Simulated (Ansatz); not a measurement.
**The perfect (5,2) C nanotube**

Aim: is the (5,2) C nanotube a metal or a semiconductor?

Main program and level: Ansatz 0.2.0; DFT PBE, plane waves, PAW; relaxation of a wire's period, in the first sound run; inputs show where later runs differ.

This is a report of a sequence of runs, with most program output left out.

## 1. The starting structure

The cell holds 52 atoms: 52 C. Its edges and angles: a = 11.689 Å, b = 11.685 Å, c = 8.868 Å, α = 90.0°, β = 90.0°, γ = 90.0°. Vacuum lies along a and b. The structure's axis is c.

## 2. Relaxation of atoms and period

Band widths follow the bond lengths, so the wire is relaxed first. The atoms and the third cell vector are free; the box across stays fixed as vacuum. A Fermi-Dirac smearing is set since the result may be a metal. The pressure printed is a third of the stress's trace over the whole box, vacuum included; only the stress along the axis is relaxed.

The input, input.yaml:

```yaml
crystal:
  lattice:
    - [11.689, 0.0, 0.0]
    - [0.0, 11.685, 0.0]
    - [0.0, 0.0, 8.8678971577]
  atoms:
    - { symbol: C, position: [0.395438616, 0.318829861, 0.0] }
    - { symbol: C, position: [0.709139186, 0.500006968, 0.0] }
    - { symbol: C, position: [0.314826766, 0.402784416, 0.038461538] }
    - { symbol: C, position: [0.508426438, 0.709042606, 0.038461538] }
    - { symbol: C, position: [0.58965954, 0.311000346, 0.076923077] }
    - { symbol: C, position: [0.618806963, 0.672179558, 0.076923077] }
    - { symbol: C, position: [0.332815039, 0.625685436, 0.115384615] }
    - { symbol: C, position: [0.474797189, 0.292327007, 0.115384615] }
[... 40 atom lines left out ...]
    - { symbol: C, position: [0.291549916, 0.483172936, 0.923076923] }
    - { symbol: C, position: [0.618806963, 0.327834379, 0.923076923] }
    - { symbol: C, position: [0.314826766, 0.597229521, 0.961538462] }
    - { symbol: C, position: [0.676763214, 0.611820054, 0.961538462] }
kpoints:
  mp_grid: { grid: [1, 1, 10] }
scf:
  occupations: { method: fermi_dirac, width: 0.05 }
hamiltonian:
  xc: pbe
relax:
  cell: { fix: [a, b, alpha, beta, gamma] }
  max_steps: 60
```

Launch:

```console
> ansatz run input.yaml --threads 4 --pin off --max-ram 16384MiB --backend cpu --events-out ev --progress --plain --runs-dir out
```

The job ended after 1.7 min (4 threads of Intel Xeon Platinum 8488C (Sapphire Rapids), shared host; peak memory 3.6 GiB).

Step by step:

| step | energy less that of the first step (eV) | largest force component (eV/Å) | pressure (GPa) | volume (Å³) |
| --- | --- | --- | --- | --- |
| 1 | 0.0000 | 0.5927 | 4.27 | 1211.23 |
| 2 | -0.8481 | 0.3541 | 1.39 | 1212.24 |
| 3 | -0.9777 | 0.1648 | 0.04 | 1213.90 |
| 4 | -0.9887 | 0.0159 | 0.03 | 1213.27 |
| 5 | -0.9884 | 0.0016 | -0.01 | 1213.79 |
| 6* | -0.9922 | 0.0015 | -0.01 | 1213.79 |

Relaxation steps marked * repeat the geometry before them on a plane-wave basis chosen anew for their cell, so energy and pressure can jump there.

The run keeps the 2 symmetry operations that it works with, so distortions that break them were not tested.

| cell as run | before | after | change |
| --- | --- | --- | --- |
| c (Å) | 8.868 | 8.887 | +0.2 % |

The atoms that moved most (Å, along periodic axes as changes of fractional coordinates times the final cell, across vacuum about the mean position):

| atom | dx | dy | dz | length |
| --- | --- | --- | --- | --- |
| C31 | -0.035 | -0.051 | 0.003 | 0.062 |
| C6 | 0.035 | 0.051 | 0.003 | 0.062 |
| C39 | -0.043 | -0.044 | -0.003 | 0.062 |
| C14 | 0.043 | 0.044 | -0.003 | 0.062 |
| C25 | -0.053 | -0.033 | -0.003 | 0.062 |
| C52 | 0.053 | 0.033 | -0.003 | 0.062 |
| C45 | -0.039 | 0.048 | -0.003 | 0.062 |
| C20 | 0.039 | -0.048 | -0.003 | 0.062 |

Numbers from this step:

| Quantity | Value |
| --- | --- |
| energy at zero smearing | -13031.8733 eV |
| cell length along the wire | 8.887 Å |

The cell's length comes to 8.887 Å with spin left out.

## 3. Bands of the perfect wire

This step: DFT PBE, plane waves, PAW; bands of a perfect wire (Ansatz 0.2.0).

At the relaxed period the bands are computed along the axis; those that cross an energy going forward count the channels that a perfect wire would open there.

The input, input.yaml:

```yaml
crystal:
  lattice:
    - [11.689, 0.0, 0.0]
    - [0.0, 11.685, 0.0]
    - [0.0, 0.0, 8.8866158233]
  atoms:
    - { symbol: C, position: [0.392740716, 0.314255483, 0.999621414] }
    - { symbol: C, position: [0.714415174, 0.500035933, 0.000378601] }
    - { symbol: C, position: [0.310149506, 0.400289019, 0.038840816] }
    - { symbol: C, position: [0.508689055, 0.714321461, 0.038083097] }
    - { symbol: C, position: [0.591880624, 0.306181751, 0.076542344] }
    - { symbol: C, position: [0.621790167, 0.676560644, 0.077301878] }
    - { symbol: C, position: [0.328605734, 0.628905744, 0.115007658] }
    - { symbol: C, position: [0.474188057, 0.287061823, 0.115763145] }
[... 40 atom lines left out ...]
    - { symbol: C, position: [0.286276187, 0.482794744, 0.922698245] }
    - { symbol: C, position: [0.621837079, 0.323481367, 0.923454474] }
    - { symbol: C, position: [0.31011704, 0.599660742, 0.961919203] }
    - { symbol: C, position: [0.681266605, 0.614608177, 0.961158605] }
kpoints:
  mp_grid: { grid: [1, 1, 10] }
  band_path: { path: ["Γ", Z], npoints: 50 }
scf:
  occupations: { method: fermi_dirac, width: 0.05 }
hamiltonian:
  xc: pbe
output:
  dos: { e_range: [-5, 4] }
  write_potential: true
  write_density: true
  volumetric_format: npy
  elf: true
```

Elapsed: 3.6 min, on 4 threads; peak memory 7.3 GiB.

Numbers from this step:

- energy at zero smearing: -13031.8730 eV
- band gap: 0 eV

The electronic bands at the labelled points (eV, zero at the Fermi level; # counts the bands kept):

| point | #36 | #37 | #38 | #39 | #40 | #41 | #42 | #43 |
| --- | --- | --- | --- | --- | --- | --- | --- | --- |
| Γ | -1.53 | -1.53 | -1.44 | -1.44 | -0.10 | 0.91 | 0.91 | 1.60 |
| halfway | -1.88 | -1.66 | -0.83 | -0.45 | 0.42 | 0.57 | 0.71 | 1.19 |
| Z | -2.08 | -2.08 | -0.12 | -0.12 | 0.50 | 0.50 | 1.26 | 1.26 |

ELF in the ca plane at fractional y = 0.299, with atoms of C within 0.2 Å of it. It is the smooth field of the valence electrons, not physical close to the nuclei.

Values, 13 rows by 16 columns, each cell a mean:
```
0.00 0.00 0.00 0.00 0.00 0.00 0.00 0.00 0.00 0.00 0.00 0.00 0.00 0.00 0.00 0.00
0.00 0.00 0.01 0.01 0.00 0.00 0.01 0.02 0.02 0.02 0.01 0.01 0.01 0.01 0.02 0.01
0.01 0.03 0.16 0.19 0.08 0.06 0.12 0.17 0.16 0.20 0.19 0.06 0.02 0.08 0.19 0.09
0.12 0.22 0.54 0.60 0.54 0.49 0.54 0.36 0.31 0.55 0.60 0.24 0.03 0.27 0.61 0.45
0.69 0.58 0.81 0.60 0.69 0.59 0.65 0.28 0.14 0.64 0.82 0.48 0.19 0.51 0.58 0.61
0.61 0.48 0.60 0.18 0.26 0.71 0.64 0.48 0.37 0.69 0.34 0.72 0.60 0.57 0.71 0.50
0.47 0.58 0.52 0.65 0.51 0.77 0.46 0.78 0.44 0.62 0.46 0.33 0.57 0.72 0.49 0.18
0.54 0.73 0.48 0.61 0.47 0.63 0.20 0.24 0.69 0.67 0.49 0.35 0.68 0.38 0.67 0.65
0.69 0.46 0.06 0.32 0.77 0.70 0.37 0.41 0.69 0.55 0.78 0.67 0.74 0.55 0.38 0.58
0.55 0.31 0.07 0.19 0.48 0.52 0.44 0.44 0.44 0.26 0.28 0.49 0.48 0.14 0.03 0.27
0.14 0.10 0.04 0.05 0.09 0.10 0.11 0.15 0.09 0.02 0.02 0.09 0.10 0.02 0.00 0.05
0.01 0.01 0.01 0.01 0.00 0.00 0.01 0.01 0.01 0.00 0.00 0.00 0.01 0.00 0.00 0.00
0.00 0.00 0.00 0.00 0.00 0.00 0.00 0.00 0.00 0.00 0.00 0.00 0.00 0.00 0.00 0.00
```
Columns run along c (8.9 Å), rows up along a (11.7 Å). Atoms in or near the plane, at fractional coordinates: C at (0.00, 0.39), C at (0.08, 0.59), C at (0.12, 0.47), C at (0.27, 0.44), C at (0.38, 0.53), C at (0.54, 0.49), C at (0.65, 0.58), C at (0.81, 0.54), C at (0.85, 0.42).

Valence density in the ca plane at fractional y = 0.299, with atoms of C within 0.2 Å of it. It is the smooth field of the valence electrons, not physical close to the nuclei.

Ten even steps from '_' (0.0 e/Å³) to '@' (1.9 e/Å³), each cell a mean:
```
__________________________________________________
__________________________________________________
__________________________________________________
__________________________________________________
__________________________________________________
__________________________________________________
________............__________....________________
....::::--------==--::..__....::::..______..----::
**++****++----++**##==..____::++**--......==**####
%%@@@@##--....--##%%++::....--##@@%%**++**%%@@####
==##@@##::....::**@@%%++--==**@@@@@@@@@@@@@@**--::
::++@@%%++----++%%@@@@@@@@@@@@##==--==##@@%%--....
--**@@@@@@%%%%@@@@**==++##@@@@==::....==%%%%++::::
%%@@%%****%%@@@@**::....--##@@++::..::++@@@@@@%%##
%%##==::..--**##++::__..::**%%##++====##%%####%%@@
++--..____..--====::....::==****++++++++--::::::==
....________..::::........::::..::::::::..______..
__________________________________________________
__________________________________________________
__________________________________________________
__________________________________________________
__________________________________________________
__________________________________________________
__________________________________________________
```
Columns run along c (8.9 Å), rows up along a (11.7 Å). Atoms in or near the plane, at fractional coordinates: C at (0.00, 0.39), C at (0.08, 0.59), C at (0.12, 0.47), C at (0.27, 0.44), C at (0.38, 0.53), C at (0.54, 0.49), C at (0.65, 0.58), C at (0.81, 0.54), C at (0.85, 0.42).

Electrostatic potential energy in the ca plane at fractional y = 0.299, with atoms of C within 0.2 Å of it. With pseudopotentials it is smooth inside the atoms' cores, unlike the true potential.

Ten even steps from '0' (-60 eV) to '9' (4 eV), each cell a mean:
```
9999999999999999999999999
9999999999999999999999999
9999999999999999999999999
9999999999999999999999999
9999999999999999999999999
9999999999999999999999999
9999999999999999999999999
9998778866899998899999778
7546778622799987778997314
5003888755789983026656425
7335899851268773025102688
8733688740054016777314799
8500352256674017898754688
3554640048998656898710164
0378985578998402776642451
5799998778998634764688886
9999999889999989987899999
9999999999999999999999999
9999999999999999999999999
9999999999999999999999999
9999999999999999999999999
9999999999999999999999999
9999999999999999999999999
9999999999999999999999999
```
Columns run along c (8.9 Å; values clipped at the 3rd and 97th percentile), rows up along a (11.7 Å). Atoms in or near the plane, at fractional coordinates: C at (0.00, 0.39), C at (0.08, 0.59), C at (0.12, 0.47), C at (0.27, 0.44), C at (0.38, 0.53), C at (0.54, 0.49), C at (0.65, 0.58), C at (0.81, 0.54), C at (0.85, 0.42).

Between Γ and Z the bands cross the Fermi level 3 times, so a perfect wire would conduct at least 3 G₀, with spin left out.

## 4. Another level of theory, k-mesh 1×1×7

This step: DFT LDA, plane waves, PAW; bands of a perfect wire at the PBE geometry (Ansatz 0.2.0).

The atoms stay at the PBE geometry and the functional changes. At fixed atoms LDA and the gradient-corrected functionals usually give like bands; this run checks that. Against the first PBE run of this kind, the mesh along the wire has 7 points against 10.

Edit input.yaml of step 3 so:

```diff
@@ -59,3 +59,3 @@
 kpoints:
-  mp_grid: { grid: [1, 1, 10] }
+  mp_grid: { grid: [1, 1, 7] }
   band_path: { path: ["Γ", Z], npoints: 50 }
@@ -64,8 +64,2 @@
 hamiltonian:
-  xc: pbe
-output:
-  dos: { e_range: [-5, 4] }
-  write_potential: true
-  write_density: true
-  volumetric_format: npy
-  elf: true
+  xc: lda
```

Elapsed: 3.2 min, on 4 threads; peak memory 7 GiB.

Numbers from this step:

```yaml
energy_at_zero_smearing: -12616.5992 eV
```

The electronic bands at the labelled points (eV, zero at the Fermi level; # counts the bands kept):

| point | #36 | #37 | #38 | #39 | #40 | #41 | #42 | #43 |
| --- | --- | --- | --- | --- | --- | --- | --- | --- |
| Γ | -1.57 | -1.57 | -1.47 | -1.47 | -0.13 | 0.87 | 0.87 | 1.55 |
| halfway | -1.90 | -1.68 | -0.87 | -0.49 | 0.40 | 0.51 | 0.67 | 1.14 |
| Z | -2.11 | -2.11 | -0.16 | -0.16 | 0.46 | 0.46 | 1.21 | 1.21 |

Bands cross the Fermi level, as under PBE at the relaxed period.

## 5. Another level of theory, k-mesh 1×1×7 (run 2)

This step: DFT PBEsol, plane waves, PAW; bands of a perfect wire at the PBE geometry (Ansatz 0.2.0).

Edit input.yaml of step 4 so:

```diff
@@ -64,2 +64,2 @@
 hamiltonian:
-  xc: lda
+  xc: pbesol
```

The job ended after 3.2 min (4 threads; peak memory 7 GiB).

Bands cross the Fermi level, as under PBE at the relaxed period.

## 6. Levels at the same atoms, cutoff 500 eV, k-mesh 1×1×7

This step: DFT r2SCAN, plane waves, PAW; bands of a perfect wire at the PBE geometry (Ansatz 0.2.0).

The atoms stay at the PBE geometry and the functional changes. r2SCAN also reads the kinetic-energy density; it often gives larger moments and wider gaps than PBE, at a higher cost. Against the first PBE run of this kind, the cutoff is 500 eV against 420 and the mesh along the wire has 7 points against 10.

Edit input.yaml of step 5 so:

```diff
@@ -64,2 +64,2 @@
 hamiltonian:
-  xc: pbesol
+  xc: r2scan
```

Elapsed: 5 min, on 4 threads; peak memory 10 GiB; 20 min of CPU time.

Electronic bands along the path, in eV, zero at the Fermi level; # counts the bands kept:

| point | #35 | #36 | #37 | #38 | #39 | #40 | #41 | #42 |
| --- | --- | --- | --- | --- | --- | --- | --- | --- |
| Γ | -1.68 | -1.68 | -1.58 | -1.58 | -0.14 | 0.94 | 0.94 | 1.67 |
| halfway | -2.05 | -1.82 | -0.94 | -0.53 | 0.41 | 0.57 | 0.72 | 1.23 |
| Z | -2.26 | -2.26 | -0.17 | -0.17 | 0.49 | 0.49 | 1.31 | 1.31 |

Bands cross the Fermi level, as under PBE at the relaxed period.

## 7. At a strained period, period over the relaxed period 0.97

This step: DFT PBE, plane waves, PAW; relaxation at a fixed period (Ansatz 0.2.0).

The period is set to 0.97 times the relaxed one and the atoms relax within it: strain changes bond lengths and angles, which shifts the bands against each other. Against the first PBE run of this kind, the mesh along the wire has 7 points against 10.

The cell differs from the one that the last finished run ended in (c 8.887 → 8.620 Å).

Edit input.yaml of step 6 so:

```diff
@@ -4,3 +4,3 @@
     - [0.0, 11.685, 0.0]
-    - [0.0, 0.0, 8.8866158233]
+    - [0.0, 0.0, 8.6200173486]
   atoms:
@@ -64,2 +64,7 @@
 hamiltonian:
-  xc: r2scan
+  xc: pbe
+relax:
+  max_steps: 40
+  f_tol: 0.02
+output:
+  stress: true
```

Elapsed: 3.4 min, on 4 threads; peak memory 6.9 GiB; 13 min of CPU time.

Step by step:

| step | energy less that of the first step (eV) | largest force component (eV/Å) |
| --- | --- | --- |
| 1 | 0.0000 | 0.3378 |
| 2 | -0.0920 | 0.1490 |
| 3 | -0.1044 | 0.0187 |
| 4 | -0.1044 | 0.0187 |

The run keeps the 2 symmetry operations that it works with, so distortions that break them were not tested.

The atoms that moved most (Å):

| atom | dx | dy | dz | length |
| --- | --- | --- | --- | --- |
| C35 | -0.016 | 0.005 | 0.003 | 0.017 |
| C10 | 0.016 | -0.005 | 0.003 | 0.017 |
| C27 | -0.017 | -0.003 | -0.003 | 0.017 |
| C2 | 0.017 | 0.003 | -0.003 | 0.017 |
| C24 | 0.017 | -0.001 | 0.003 | 0.017 |
| C49 | -0.017 | 0.001 | 0.003 | 0.017 |
| C41 | -0.015 | -0.007 | -0.003 | 0.017 |
| C16 | 0.015 | 0.007 | -0.003 | 0.017 |

This step gave:

| Quantity | Value |
| --- | --- |
| energy at zero smearing | -13030.5563 eV |

The electronic bands at the labelled points (eV, zero at the Fermi level; # counts the bands kept):

| point | #36 | #37 | #38 | #39 | #40 | #41 | #42 | #43 |
| --- | --- | --- | --- | --- | --- | --- | --- | --- |
| Γ | -1.59 | -1.59 | -1.32 | -1.32 | -0.05 | 0.94 | 0.94 | 1.62 |
| halfway | -1.82 | -1.39 | -0.96 | -0.24 | 0.52 | 0.61 | 0.72 | 1.40 |
| Z | -1.96 | -1.96 | -0.23 | -0.23 | 0.78 | 0.78 | 1.42 | 1.42 |

Bands cross the Fermi level, as under PBE at the relaxed period.

(Part 1 of 2 ends here.)

[Logs are printed without paths, hosts, clocks, repeated set-up lines and the standing remarks that a program may print on its own settings, such as how far it seeks lower states.]

[Hosts, paths, dates, database ids (printed as entryN), source tags and the programs' standing remarks are cut or masked in the printed files.]
